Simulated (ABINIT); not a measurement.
# A GW chain in ABINIT: BN (P6_3mc), part 2 of 3

How does a plane-wave GW calculation on BN (P6_3mc) run from the first input to the gap?

ABINIT 10.8.3; LDA and many-body steps on it, plane waves. Known limits of the many-body steps: not at the basis limit; coarse k mesh.

So far. Step 2 (Ground state): The gap is indirect, with the least direct gap 3.23 eV higher.

The database entry behind the starting cell has ideal inner coordinates that were not refined, so it need not match the best structure at ambient conditions.

## Step 3: Bands along the symmetry lines

Level of this step: DFT, LDA, plane waves, norm-conserving pseudopotentials (ABINIT).

Levels along a band path, at the cheap level, show where the edges lie and whether the meshes to come will hold them.

Contents of run.abi:

```
acell 3*1.0 Angstrom
rprim 
  2.536000000002 -0.000000000000 0.000000000000
  -1.268000000000 2.196240423999 0.000000000000
  0.000000000000 0.000000000000 4.199000000000
ntypat 2
znucl 5 7
natom 4
typat 1 1 2 2
xred 
  0.666666666667 0.333333333333 0.000000000000
  0.333333333333 0.666666666667 0.500000000000
  0.666666666667 0.333333333333 0.375000000000
  0.333333333333 0.666666666667 0.875000000000
pp_dirpath "pseudos"
pseudos "B.upf, N.upf"
ecut 36
iscf -2
irdden 1
kptopt 0
nkpt 75
kpt 
  0.00000000 0.00000000 0.00000000
  0.06250000 0.00000000 0.00000000
  0.12500000 0.00000000 0.00000000
  0.18750000 0.00000000 0.00000000
  0.25000000 0.00000000 0.00000000
  0.31250000 0.00000000 0.00000000
  0.37500000 0.00000000 0.00000000
  0.43750000 0.00000000 0.00000000
  0.50000000 0.00000000 0.00000000
  0.47916667 0.04166667 0.00000000
  0.45833333 0.08333333 0.00000000
  0.43750000 0.12500000 0.00000000
  0.41666666 0.16666666 0.00000000
  0.39583333 0.20833333 0.00000000
  0.37500000 0.25000000 0.00000000
  0.35416666 0.29166666 0.00000000
  0.33333333 0.33333333 0.00000000
  0.29166666 0.29166666 0.00000000
  0.25000000 0.25000000 0.00000000
  0.20833333 0.20833333 0.00000000
  0.16666666 0.16666666 0.00000000
  0.12500000 0.12500000 0.00000000
  0.08333333 0.08333333 0.00000000
  0.04166667 0.04166667 0.00000000
  0.00000000 0.00000000 0.00000000
  0.00000000 0.00000000 0.06250000
  0.00000000 0.00000000 0.12500000
  0.00000000 0.00000000 0.18750000
  0.00000000 0.00000000 0.25000000
  0.00000000 0.00000000 0.31250000
  0.00000000 0.00000000 0.37500000
  0.00000000 0.00000000 0.43750000
  0.00000000 0.00000000 0.50000000
  0.06250000 0.00000000 0.50000000
  0.12500000 0.00000000 0.50000000
  0.18750000 0.00000000 0.50000000
  0.25000000 0.00000000 0.50000000
  0.31250000 0.00000000 0.50000000
  0.37500000 0.00000000 0.50000000
  0.43750000 0.00000000 0.50000000
  0.50000000 0.00000000 0.50000000
  0.47916667 0.04166667 0.50000000
  0.45833333 0.08333333 0.50000000
  0.43750000 0.12500000 0.50000000
  0.41666666 0.16666666 0.50000000
  0.39583333 0.20833333 0.50000000
  0.37500000 0.25000000 0.50000000
  0.35416666 0.29166666 0.50000000
  0.33333333 0.33333333 0.50000000
  0.29166666 0.29166666 0.50000000
  0.25000000 0.25000000 0.50000000
  0.20833333 0.20833333 0.50000000
  0.16666666 0.16666666 0.50000000
  0.12500000 0.12500000 0.50000000
  0.08333333 0.08333333 0.50000000
  0.04166667 0.04166667 0.50000000
  0.00000000 0.00000000 0.50000000
  0.50000000 0.00000000 0.50000000
  0.50000000 0.00000000 0.43750000
  0.50000000 0.00000000 0.37500000
  0.50000000 0.00000000 0.31250000
  0.50000000 0.00000000 0.25000000
  0.50000000 0.00000000 0.18750000
  0.50000000 0.00000000 0.12500000
  0.50000000 0.00000000 0.06250000
  0.50000000 0.00000000 0.00000000
  0.33333333 0.33333333 0.50000000
  0.33333333 0.33333333 0.43750000
  0.33333333 0.33333333 0.37500000
  0.33333333 0.33333333 0.31250000
  0.33333333 0.33333333 0.25000000
  0.33333333 0.33333333 0.18750000
  0.33333333 0.33333333 0.12500000
  0.33333333 0.33333333 0.06250000
  0.33333333 0.33333333 0.00000000
istwfk *1
nband 19
nbdbuf 6
tolwfr 1e-07
nstep 50
prtwf 0
prtvol 0
indata_prefix "in"
outdata_prefix "out"
tmpdata_prefix "tmp"
```

On the command line:

```bash
OMP_NUM_THREADS=1 mpirun -n 8 abinit run.abi > log
```

Numbers of over 12 decimals in the logs are rounded to 6 here.

The program printed:

```text
.Version 10.8.3 of ABINIT. v10.8.2 released Aug 2026.

 Symmetries : space group P6_3 m c (#186); Bravais hP (primitive hexag.)
[... echo of the input left out ...]
== DATASET  1 ==================================================================
-   mpi_nproc: 8, omp_nthreads: 1 (-1 if OMP is not activated)

--- !DatasetInfo
iteration_state: {dtset: 1, }
dimensions: {natom: 4, nkpt: 75, mband: 19, nsppol: 1, nspinor: 1, nspden: 1, mpw: 1677, }
cutoff_energies: {ecut:  36.0, pawecutdg:  -1.0, }
electrons: {nelect:   1.60000000E+01, charge:   0.00000000E+00, occopt:   1.00000000E+00, tsmear:   1.00000000E-02, }

 Real(R)+Recip(G) space primitive vectors, cartesian coordinates (Bohr,Bohr^-1):
 R(1)=  4.7923455  0.0000000  0.0000000  G(1)=  0.2086661  0.1204734  0.0000000
 R(2)= -2.3961727  4.1502929  0.0000000  G(2)=  0.0000000  0.2409468  0.0000000
 R(3)=  0.0000000  0.0000000  7.9349600  G(3)=  0.0000000  0.0000000  0.1260246
 Unit cell volume ucvol=  1.5782348E+02 bohr^3
 Angles (23,13,12)=  9.00000000E+01  9.00000000E+01  1.20000000E+02 degrees

 getcut: wavevector=  0.0000  0.0000  0.0000  ngfft=  27  27  45
         ecut(hartree)=     36.000   => boxcut(ratio)=   2.01065

--- Pseudopotential description ------------------------------------------------
- B Generated using ONCVPSP code by D. R. Hamann
-  5.00000   3.00000  180309                  znucl, zion, pspdat
12 -1012 1 -1 1498                            pspcod,pspxc,lmax,lloc,mmax
     nproj     2     2
  pspatm : epsatm=    3.19369156
         --- l  ekb(1:nproj) -->
             0    8.437831    1.245441
             1   -3.670611   -0.766497
 pspatm: atomic psp has been read  and splines computed

- N Generated using ONCVPSP code by D. R. Hamann
-  7.00000   5.00000  180309                  znucl, zion, pspdat
12 -1012 1 -1 1058                            pspcod,pspxc,lmax,lloc,mmax
     nproj     2     2
  pspatm : epsatm=    5.30777321
         --- l  ekb(1:nproj) -->
             0    7.408032    0.617798
[...]
pspatm: atomic psp has been read  and splines computed

--------------------------------------------------------------------------------

================================================================================
 prteigrs : about to open file out_EIG
 Non-SCF case, kpt    1 (  0.00000  0.00000  0.00000), residuals and eigenvalues=
  4.18E-08  3.48E-08  4.92E-09  1.93E-08  4.10E-08  2.76E-08  1.60E-08  6.37E-08
  3.24E-08  6.84E-08  6.34E-08  7.43E-08  1.75E-08  4.38E-08  5.80E-08  5.00E-07
[...]
-4.4306E-01 -2.8633E-01 -1.0071E-01  2.2589E-01  2.2589E-01  2.9532E-01
  3.0459E-01  3.0459E-01  6.1226E-01  6.1226E-01  6.1925E-01  6.6538E-01
  7.0962E-01  7.4237E-01  7.4237E-01  8.9520E-01  1.0993E+00  1.1066E+00
  1.1066E+00
 Non-SCF case, kpt    2 (  0.06250  0.00000  0.00000), residuals and eigenvalues=
[...]
1.1490E+00
 Non-SCF case, kpt    3 (  0.12500  0.00000  0.00000), residuals and eigenvalues=
[...]
1.1097E+00
[...]
Non-SCF case, kpt   74 (  0.33333  0.33333  0.06250), residuals and eigenvalues=
[...]
1.0771E+00
 Non-SCF case, kpt   75 (  0.33333  0.33333  0.00000), residuals and eigenvalues=
[...]
1.0419E-01  1.0419E-01  4.9024E-01  8.0024E-01  8.0024E-01  8.1115E-01
  8.3705E-01  8.3705E-01  8.6510E-01  8.6510E-01  1.0608E+00  1.0630E+00
  1.0722E+00

--- !ResultsGS
iteration_state: {dtset: 1, }
comment   : Summary of ground state results
lattice_vectors:
- [  4.7923455,  -0.0000000,   0.0000000, ]
- [ -2.3961727,   4.1502929,   0.0000000, ]
- [  0.0000000,   0.0000000,   7.9349600, ]
lattice_lengths: [   4.79235,    4.79235,    7.93496, ]
lattice_angles: [ 90.000,  90.000, 120.000, ] # degrees, (23, 13, 12)
lattice_volume:   1.5782348E+02
convergence: {deltae:  0.000E+00, res2:  0.000E+00, residm:  9.981E-08, diffor:  0.000E+00, }
etotal    :  -2.68484797E+01
entropy   :   0.00000000E+00
fermie    :   3.04594368E-01
cartesian_stress_tensor: null
pressure_GPa: null
xred      :
- [  6.6667E-01,   3.3333E-01,  -1.9429E-16,  B]
- [  3.3333E-01,   6.6667E-01,   5.0000E-01,  B]
- [  6.6667E-01,   3.3333E-01,   3.7500E-01,  N]
- [  3.3333E-01,   6.6667E-01,   8.7500E-01,  N]
cartesian_forces: null
force_length_stats: {min: null, max: null, mean: null, }

 Integrated electronic density in atomic spheres:
 ------------------------------------------------
 Atom  Sphere_radius  Integrated_density
[...]
================================================================================

 ----iterations are completed or convergence reached----

 Mean square residual over all n,k,spin=   46.845E-09; max=  99.811E-09
 reduced coordinates (array xred) for    4 atoms
[...]
cartesian coordinates (angstrom) at end:
    1      1.268000     0.732080    -0.000000
    2      6.7e-13     1.464160     2.099500
    3      1.268000     0.732080     1.574625
    4      6.7e-13     1.464160     3.674125
 length scales=  1.889726125908  1.889726125908  1.889726125908 bohr
              =  1.000000000000  1.000000000000  1.000000000000 angstroms
 prteigrs : about to open file out_EIG
 Eigenvalues (hartree) for nkpt=  75  k points:
 kpt#   1, nband= 19, wtk=  1.00000, kpt=  0.0000  0.0000  0.0000 (reduced coord)
[...]
kpt#   2, nband= 19, wtk=  1.00000, kpt=  0.0625  0.0000  0.0000 (reduced coord)
[...]
kpt#   3, nband= 19, wtk=  1.00000, kpt=  0.1250  0.0000  0.0000 (reduced coord)
[...]
kpt#  74, nband= 19, wtk=  1.00000, kpt=  0.3333  0.3333  0.0625 (reduced coord)
[...]
1.05759    1.06461    1.07709
 kpt#  75, nband= 19, wtk=  1.00000, kpt=  0.3333  0.3333  0.0000 (reduced coord)
  -0.24269   -0.24269   -0.04120    0.04063    0.04063    0.10067    0.10419    0.10419
   0.49024    0.80024    0.80024    0.81115    0.83705    0.83705    0.86510    0.86510
   1.06081    1.06296    1.07216

== END DATASET(S) ==============================================================
================================================================================

 -outvars: echo values of variables after computation  --------
            nband          19
             nkpt          75
          spgroup         186
 [... the other variables as echoed above ...]

 Calculation completed.
```

The job ended after 5.9 s (8 MPI ranks of Arm Neoverse V1, shared host; peak memory 0.46 GiB).

This step gave:

```
gap                        : 5.052 eV
k of the valence top       : 0, 0, 0
k of the conduction bottom : 0.3333, 0.3333, 0
least direct gap           : 8.292 eV
```

The gap is 5.052 eV, as in the run before at this level.

Electronic bands along the path, in eV, zero at the top of the highest filled band; v1 is the highest filled band, c1 the lowest empty one:

```tsv
point	v4	v3	v2	v1	c1	c2	c3	c4
Γ	-2.14	-0.25	0.00	0.00	8.37	8.37	8.56	9.82
halfway	-3.86	-3.73	-1.62	-1.17	7.33	9.34	10.12	11.14
M	-6.94	-5.05	-4.48	-2.15	6.76	7.92	10.65	11.61
halfway	-6.62	-6.49	-4.65	-3.64	6.28	9.40	11.74	13.28
K	-7.18	-5.55	-5.45	-5.45	5.05	13.49	13.49	13.78
halfway	-5.73	-3.62	-2.22	-1.97	8.35	8.94	10.30	11.68
Γ	-2.14	-0.25	0.00	0.00	8.37	8.37	8.56	9.82
halfway	-1.88	-1.88	-0.38	-0.38	8.81	8.81	9.20	9.77
A	-1.19	-1.19	-1.19	-1.19	9.63	9.63	9.94	9.94
halfway	-4.13	-4.13	-2.71	-2.71	7.94	7.94	11.33	11.33
L	-3.82	-3.82	-3.60	-3.60	6.61	6.61	10.12	10.12
halfway	-5.81	-5.81	-3.22	-3.22	8.01	8.01	11.00	11.00
H	-7.88	-7.88	-3.07	-3.07	9.42	9.42	10.09	10.09
halfway	-4.38	-4.38	-3.51	-3.51	8.86	8.86	10.78	10.78
A	-1.19	-1.19	-1.19	-1.19	9.63	9.63	9.94	9.94
jump to L	-3.82	-3.82	-3.60	-3.60	6.61	6.61	10.12	10.12
halfway	-5.50	-4.72	-3.55	-2.71	6.85	6.88	11.07	11.77
M	-6.94	-5.05	-4.48	-2.15	6.76	7.92	10.65	11.61
jump to H	-7.88	-7.88	-3.07	-3.07	9.42	9.42	10.09	10.09
halfway	-8.22	-6.39	-4.08	-4.08	6.64	10.99	10.99	13.01
K	-7.18	-5.55	-5.45	-5.45	5.05	13.49	13.49	13.78
```

## Step 4: Empty states on the mesh, 6×6×4 mesh, 609 bands

The sums over transitions need many empty states on a uniform mesh; this step solves for them.

Contents of run.abi:

```
acell 3*1.0 Angstrom
rprim 
  2.536000000002 -0.000000000000 0.000000000000
  -1.268000000000 2.196240423999 0.000000000000
  0.000000000000 0.000000000000 4.199000000000
ntypat 2
znucl 5 7
natom 4
typat 1 1 2 2
xred 
  0.666666666667 0.333333333333 0.000000000000
  0.333333333333 0.666666666667 0.500000000000
  0.666666666667 0.333333333333 0.375000000000
  0.333333333333 0.666666666667 0.875000000000
pp_dirpath "pseudos"
pseudos "B.upf, N.upf"
ecut 36
ngkpt 6 6 4
nshiftk 1
shiftk 0 0 0
kptopt 1
chksymbreak 0
irdden 1
istwfk *1
nband 609
prtvol 0
optdriver 6
gwr_task "HDIAGO"
paral_kgb 0
occopt 1
indata_prefix "in"
outdata_prefix "out"
tmpdata_prefix "tmp"
```

The program printed:

```text
[banner, memory and clock lines left out]
.Version 10.8.3 of ABINIT. v10.8.2 released Aug 2026.

 Symmetries : space group P6_3 m c (#186); Bravais hP (primitive hexag.)
[... echo of the input left out ...]
== DATASET  1 ==================================================================
-   mpi_nproc: 8, omp_nthreads: 1 (-1 if OMP is not activated)

--- !DatasetInfo
iteration_state: {dtset: 1, }
dimensions: {natom: 4, nkpt: 21, mband: 609, nsppol: 1, nspinor: 1, nspden: 1, mpw: 1677, }
cutoff_energies: {ecut:  36.0, pawecutdg:  -1.0, }
electrons: {nelect:   1.60000000E+01, charge:   0.00000000E+00, occopt:   1.00000000E+00, tsmear:   1.00000000E-02, }

.Using double precision arithmetic; gwpc =  8

- Reading GS density from: in_DEN

--- Pseudopotential description ------------------------------------------------
- B Generated using ONCVPSP code by D. R. Hamann
-  5.00000   3.00000  180309                  znucl, zion, pspdat
12 -1012 1 -1 1498                            pspcod,pspxc,lmax,lloc,mmax
     nproj     2     2
  pspatm : epsatm=    3.19369156
         --- l  ekb(1:nproj) -->
             0    8.437831    1.245441
             1   -3.670611   -0.766497
 pspatm: atomic psp has been read  and splines computed

- N Generated using ONCVPSP code by D. R. Hamann
-  7.00000   5.00000  180309                  znucl, zion, pspdat
12 -1012 1 -1 1058                            pspcod,pspxc,lmax,lloc,mmax
     nproj     2     2
  pspatm : epsatm=    5.30777321
         --- l  ekb(1:nproj) -->
             0    7.408032    0.617798
             1   -4.361519   -1.032581
 pspatm: atomic psp has been read  and splines computed

   2.72046872E+02                                ecore*ucvol(ha*bohr**3)

 Total charge density [el/Bohr^3]
)     Maximum=    5.6421E-01  at reduced coord.    0.4074    0.8148    0.8889
)     Minimum=    7.8223E-03  at reduced coord.    0.6667    0.3333    0.0000
   Integrated=    1.6000E+01

 === KS gaps after direct diagonalization ===
 Indirect band gap semiconductor
 Fundamental gap:     5.052 (eV)
   VBM:     8.288 (eV) at k: [ 0.0000E+00,  0.0000E+00,  0.0000E+00]
   CBM:    13.340 (eV) at k: [ 3.3333E-01,  3.3333E-01,  0.0000E+00]
 Direct gap:         8.334 (eV) at k: [ 1.6667E-01,  0.0000E+00,  0.0000E+00]

== END DATASET(S) ==============================================================

 -outvars: echo values of variables after computation  --------
           etotal      0.0000000000E+00
            nband         609
             nkpt          21
          spgroup         186
 [... the other variables as echoed above ...]

 Calculation completed.
```

The job ended after 19 s (8 MPI ranks; peak memory 1.7 GiB).

This step gave:

```yaml
gap: 5.052 eV
k_of_the_valence_top: 0, 0, 0
k_of_the_conduction_bottom: 0.3333, 0.3333, 0
least_direct_gap: 8.334 eV
k_points_computed: 21
lowest_point_of_the_top_converged_band_above_the_valence_top: 474.8530 eV
```

On this mesh the gap is 5.052 eV.

## Step 5: Screening, 6×6×4 mesh, 601 bands, screening to 598.7 eV

The RPA dielectric matrix is built and inverted for each q.

This step: RPA screening on LDA, plane waves, norm-conserving pseudopotentials.

Changes to run.abi since step 4:

```diff
@@ -22,10 +22,11 @@
 chksymbreak 0
-irdden 1
 istwfk *1
-nband 609
-prtvol 0
-optdriver 6
-gwr_task "HDIAGO"
-paral_kgb 0
 occopt 1
+irdwfk 1
+optdriver 3
+nband 601
+ecuteps 22
+inclvkb 2
+awtr 1
+symchi 1
 indata_prefix "in"
```

The program printed:

```text
.Version 10.8.3 of ABINIT. v10.8.2 released Aug 2026.

 Symmetries : space group P6_3 m c (#186); Bravais hP (primitive hexag.)
[... echo of the input left out ...]
== DATASET  1 ==================================================================
-   mpi_nproc: 8, omp_nthreads: 1 (-1 if OMP is not activated)

--- !DatasetInfo
iteration_state: {dtset: 1, }
dimensions: {natom: 4, nkpt: 21, mband: 601, nsppol: 1, nspinor: 1, nspden: 1, mpw: 1677, }
cutoff_energies: {ecut:  36.0, pawecutdg:  -1.0, }
electrons: {nelect:   1.60000000E+01, charge:   0.00000000E+00, occopt:   1.00000000E+00, tsmear:   1.00000000E-02, }

 SCREENING: Calculation of the susceptibility and dielectric matrices

 Based on a program developped by R.W. Godby, V. Olevano, G. Onida, and L. Reining.
 Incorporated in ABINIT by V. Olevano, G.-M. Rignanese, and M. Torrent.
.Using double precision arithmetic ; gwpc =  8

[... cell and pseudopotentials left out ...]
--------------------------------------------------------------------------------

 ==== K-mesh for the wavefunctions ====
 Number of points in the irreducible wedge :    21
[... list of points left out ...]
 Together with 12 symmetry operations and time-reversal symmetry
 yields   144 points in the full Brillouin Zone.

 ==== Q-mesh for the screening function ====
 Number of points in the irreducible wedge :    21
[... list of points left out ...]
 Together with 12 symmetry operations and time-reversal symmetry
 yields   144 points in the full Brillouin Zone.

 setmesh: FFT mesh size selected  =    20x   20x   40
          total number of points  =        16000

 vcoul_init : cutoff-mode = AUXILIARY_FUNCTION
 q-points for optical limit:   1
     1)      0.000010    0.000020    0.000030

- screening: taking advantage of time-reversal symmetry
- Maximum band index for partially occupied states nbvw = 8
- Remaining bands to be divided among processors   nbcw = 593
- Number of bands treated by each node ~74

 Number of electrons calculated from density =   16.0000; Expected =   16.0000
 average of density, n =  0.101379
 r_s =    1.3304
 omega_plasma =   30.7135 [eV]

 calculating chi0 at frequencies [eV] :
  1    0.000000E+00    0.000000E+00
  2    0.000000E+00    3.071353E+01

--------------------------------------------------------------------------------
  q-point number  1        q = ( 0.000000, 0.000000, 0.000000) [r.l.u.]
--------------------------------------------------------------------------------
[... chi0 elements left out ...]
 For q-point:  0.000010 0.000020 0.000030
  dielectric constant =   4.3848
  dielectric constant without local fields =   4.7392

  Average fulfillment of the sum rule on Im[epsilon] for q-point    1 :    100.71  [%]
[... wings left out ...]
  q-point number  2        q = ( 0.166667, 0.000000, 0.000000) [r.l.u.]
--------------------------------------------------------------------------------
[... chi0 elements left out ...]
  Average fulfillment of the sum rule on Im[epsilon] for q-point    2 :    101.57  [%]

 [... 19 further q-points ...]
```

Run time: 34 min. Hardware: 8 MPI ranks; peak memory 5.9 GiB.

This step gave:

```
ε∞ with local fields, on this mesh, along the program's q direction : 4.385
the same without local fields                                       : 4.739
plasma frequency                                                    : 30.71 eV
plane waves in the screening matrix                                 : 761
```

Local fields lower ε∞ by 7 %. On a Γ-centred mesh this coarse the value itself is usually too large, while a short band sum pulls it down.

[end of part 2 of 3]

[Paths, hosts, dates, memory and timing lines, banners, echoed tables and standing remarks are left out of the program output.]

[Logs are printed without paths, hosts, clocks, repeated set-up lines and the standing remarks that a program may print on its own settings, such as how far it seeks lower states.]

[Runs of the session that timed out or met a known fault of the program may be left out.]

[Hosts, paths, dates, database ids (printed as entryN), source tags and the programs' standing remarks are cut or masked in the printed files.]

[G0W0 gaps are taken among the corrected bands and points alone; a level outside them can change the order at an edge.]

[Where Ansatz stands beside ABINIT at settings called matched, ABINIT's density can come from a denser mesh and the files from another edition; pairs whose starting gaps differed by over 0.03 eV were left out, so agreement reads better than it is.]
